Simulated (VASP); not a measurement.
# Ba in VASP: a series of runs, part 2 of 2

VASP 6.6.1.

## Step 6: Single point, LDA

INCAR reads:

```
SYSTEM = Ba
ADDGRID = .False.
ALGO = Normal
EDIFF = 1E-4
ENCUT = 450
GGA = CA
ISIF = 2
ISMEAR = -1
LASPH = .True.
LCHARG = .False.
LREAL = .False.
LWAVE = .False.
NBANDS = 11
NELM = 100
PREC = Accurate
SIGMA = 0.2
```

KPOINTS reads:

```
k-points
0
Gamma
  4 4 4
  0 0 0
```

POSCAR reads:

```
Ba
1.0
    4.3404360000      0.0427450000      0.0778240000
   -2.1332000000      3.6827230000     -0.0419260000
    0.0706370000     -0.0031590000      3.9204320000
Ba
1
Direct
    0.0107920000      0.0146870000     -0.0229320000
```

Potentials or basis: VASP PAW LDA potentials, release 64 (Ba_sv).

Launch:

```
cat potpaw_LDA.64/Ba_sv/POTCAR > POTCAR
mpirun -np 1 vasp_std > vasp.out
```

OUTCAR:

```text
SYSTEM = Ba
   EDIFF = 1E-4
   ENCUT = 450
   GGA = CA
   ISIF = 2
   ISMEAR = -1
   LASPH = .True.
   LREAL = .False.
   NELM = 100
   PREC = Accurate

 Found     36 irreducible k-points:

 Following reciprocal coordinates:
            Coordinates               Weight
  0.000000  0.000000  0.000000      1.000000
  0.250000 -0.000000  0.000000      2.000000
  0.500000 -0.000000  0.000000      1.000000
 -0.000000  0.250000  0.000000      2.000000
  0.250000  0.250000 -0.000000      2.000000
  0.500000  0.250000  0.000000      2.000000
   k-points           NKPTS =     36   k-points in BZ     NKDIM =     36   number of bands    NBANDS=     11
   number of dos      NEDOS =    301   number of ions     NIONS =      1
   total plane-waves  NPLWV =  25200
   dimension x,y,z NGX =    30 NGY =   30 NGZ =   28
   dimension x,y,z NGXF=    60 NGYF=   60 NGZF=   56
   ions per type =               1
   NGX,Y,Z   is equivalent  to a cutoff of  11.49, 11.72, 11.87 a.u.
   NGXF,Y,Z  is equivalent  to a cutoff of  22.98, 23.44, 23.74 a.u.
 SYSTEM =  Ba
   PREC   = accura    normal or accurate (medium, high low for compatibility)
   ISTART =      0    job   : 0-new  1-cont  2-samecut
   ICHARG =      2    charge: 1-file 2-atom 10-const
   ISPIN  =      1    spin polarized calculation?
   LNONCOLLINEAR =      F non collinear calculations
   LSORBIT =      F    spin-orbit coupling
   LASPH  =      T    aspherical Exc in radial PAW
   ENCUT  =  450.0 eV  33.07 Ry    5.75 a.u.   7.51  7.36  6.78*2*pi/ulx,y,z
   NELM   =    100;   NELMIN=  2; NELMDL= -5     # of ELM steps
   EDIFF  = 0.1E-03   stopping-criterion for ELM
   LREAL  =      F    real-space projection
   EDIFFG = 0.1E-02   stopping-criterion for IOM
   NSW    =      0    number of steps for IOM
   IBRION =     -1    ionic relax: 0-MD 1-quasi-New 2-CG
   NFREE  =      0    steps in history (QN), initial steepest desc. (CG)
   ISIF   =      2    stress and relaxation
   ISYM   =      2    0-nonsym 1-usesym 2-fastsym
   POTIM  = 0.5000    time-step for ionic-motion
   TEBEG  =    0.0;   TEEND  =   0.0 temperature during run
   PSTRESS=    0.0 pullay stress
   NELECT =      10.0000    total number of electrons
   NUPDOWN=      -1.0000    fix difference up-down
   EMIN   =  10.00;   EMAX   =-10.00  energy-range for DOS
   EFERMI =   0.00;   METHOD = LEGACY
   ISMEAR =    -1;   SIGMA  =   0.20  broadening in eV -4-tet -1-fermi 0-gaus
   EFERMI_NEDOS =   21; number of points for ismear=-14 and -15
   IALGO  =     38    algorithm
   IMIX   =      4    mixing-type and parameters
     AMIX     =   0.40;   BMIX     =  1.00
     AMIX_MAG =   1.60;   BMIX_MAG =  1.00
  volume/ion in A,a.u.               =      63.00       425.17
  Fermi-wavevector in a.u.,A,eV,Ry     =   0.886379  1.675014 10.689661  0.785668
  Thomas-Fermi vector in A             =   2.007537
   LORBIT       =      0    0 simple, 1 ext, 2 COOP (PROOUT), +10 PAW based schemes
   GGA     = CA    functional components
   LHFCALC =     F    Hartree Fock is set to
   AEXX    =    0.0000 exact exchange contribution
   IVDW    =     0    specifies the selected vdW correction
   LEPSILON=     F    determine dielectric tensor
   LRPA    =     F    only Hartree local field effects (RPA)
 non-spin polarized calculation
  energy-cutoff  :      450.00
  volume of cell :       63.00
 maximum number of plane-waves:      1380
   NGX = 15   NGY = 15   NGZ = 13

 number of electron      10.0000000 magnetization

 Free energy of the ion-electron system (eV)
  ---------------------------------------------------
  ext. energy  EPLUGINS =         0.00000000
  ---------------------------------------------------
  free energy    TOTEN  =        -2.13232552 eV

  energy without entropy =       -1.87378729  energy(sigma->0) =       -2.00305640

 E-fermi :   1.3774     XC(G=0):  -7.5962

 val. band max:        1.3035715486   @ k =  -0.2500   0.5000   0.2500
 cond. band min:       1.3831377101   @ k =   0.5000  -0.0000   0.2500
 fundamental gap:      0.0795661615
 Fermi energy:         1.3774032321

 k-point     1 :       0.0000    0.0000    0.0000
  band No.  band energies     occupation
      1     -27.5249      2.00000
      2     -12.4823      2.00000
      3     -12.4639      2.00000
      4     -12.3601      2.00000
      5      -1.2703      2.00000
      6       1.4865      0.73375
      7       2.9693      0.00070
      8       3.2423      0.00018
      9       6.2501      0.00000
     10       6.3188      0.00000
     11       7.5436      0.00000

 k-point     2 :       0.2500   -0.0000    0.0000
  band No.  band energies     occupation
      1     -27.5049      2.00000
      2     -12.7335      2.00000
      3     -12.5172      2.00000
      4     -12.3353      2.00000
      5      -0.3722      1.99968
      6       1.7421      0.27802
      7       2.2368      0.02686
      8       4.2388      0.00000
      9       5.0685      0.00000
     10       6.1141      0.00000
     11       8.1503      0.00000

 k-point     3 :       0.5000   -0.0000    0.0000
  band No.  band energies     occupation
      1     -27.4848      2.00000
      2     -12.9672      2.00000
      3     -12.5693      2.00000
      4     -12.3102      2.00000
      5       0.4508      1.98074
      6       1.7612      0.25597
      7       2.4248      0.01058
      8       4.3806      0.00000
      9       5.9291      0.00000
     10       6.1822      0.00000
     11       7.2925      0.00000

 k-point     4 :      -0.0000    0.2500    0.0000
  band No.  band energies     occupation
      1     -27.5022      2.00000
      2     -12.7370      2.00000
      3     -12.5418      2.00000
      4     -12.3322      2.00000
      5      -0.3336      1.99961
      6       1.7686      0.24784
      7       2.3037      0.01930
      8       4.0851      0.00000
      9       5.0703      0.00000
     10       6.0191      0.00000
     11       8.2869      0.00000

 k-point     5 :       0.2500    0.2500   -0.0000
  band No.  band energies     occupation
      1     -27.4821      2.00000
      2     -12.8771      2.00000
      3     -12.6963      2.00000
      4     -12.3071      2.00000
      5       0.9448      1.79380
      6       1.7057      0.32455
      7       2.1398      0.04325
      8       4.6563      0.00000
      9       5.3616      0.00000
     10       5.6718      0.00000
     11       6.7798      0.00000

 k-point     6 :       0.5000    0.2500    0.0000
  band No.  band energies     occupation
      1     -27.4824      2.00000
      2     -12.8728      2.00000
      3     -12.6977      2.00000
      4     -12.3076      2.00000
      5       0.9370      1.80083
      6       1.7146      0.31265
      7       2.1333      0.04465
      8       4.6758      0.00000
      9       5.3625      0.00000
     10       5.6739      0.00000
     11       6.7448      0.00000

 [... further k-points ...]

------------------------ aborting loop because EDIFF is reached ----------------------------------------

  FORCE on cell =-STRESS in cart. coord.  units (eV):
  Direction    XX          YY          ZZ          XY          YZ          ZX
  --------------------------------------------------------------------------------------
  -------------------------------------------------------------------------------------
  Total       -0.5170487     -0.4460339     -0.2682338     -0.0494557     -0.0027856      0.0544657
  in kB      -13.1484969    -11.3425975     -6.8211591     -1.2576532     -0.0708365      1.3850562
  external PRESSURE =     -10.4374178 kB  Pullay stress =       0.0000000 kB

 VOLUME and BASIS-vectors are now :
 -----------------------------------------------------------------------------
  energy-cutoff  :      450.00
  volume of cell :       63.00
      direct lattice vectors                 reciprocal lattice vectors
     4.340436000  0.042745000  0.077824000     0.229156949  0.132692299 -0.004021951
    -2.133200000  3.682723000 -0.041926000    -0.002663728  0.269998278  0.000265553
     0.070637000 -0.003159000  3.920432000    -0.004577452  0.000253366  0.255156610

 POSITION                                       TOTAL-FORCE (eV/Angst)
 -----------------------------------------------------------------------------------
      0.08453      0.05146      3.83075         0.000000      0.000000      0.000000
 -----------------------------------------------------------------------------------
    total drift:                               -0.000002     -0.000001     -0.000005

  FREE ENERGIE OF THE ION-ELECTRON SYSTEM (eV)
  ---------------------------------------------------
  free  energy   TOTEN  =        -2.1323255191 eV

  energy  without entropy=       -1.8737872887  energy(sigma->0) =       -2.00305640
```

Run time: 5.1 s. Hardware: 1 thread of Intel Xeon 6975P-C (Granite Rapids), shared host; peak memory 0.14 GiB.

The run converged, but some of its settings lie outside the range that counts as converged, so its numbers aren't taken as properties of the crystal.

Results:

| Property | Result |
| --- | --- |
| Free energy | -2.1323 eV |
| Pressure | -1.0 GPa |

Caveat: the k mesh is coarse (spacing up to 0.42 Å⁻¹), so the values aren't converged; the mesh shows a gap though the element is a metal.
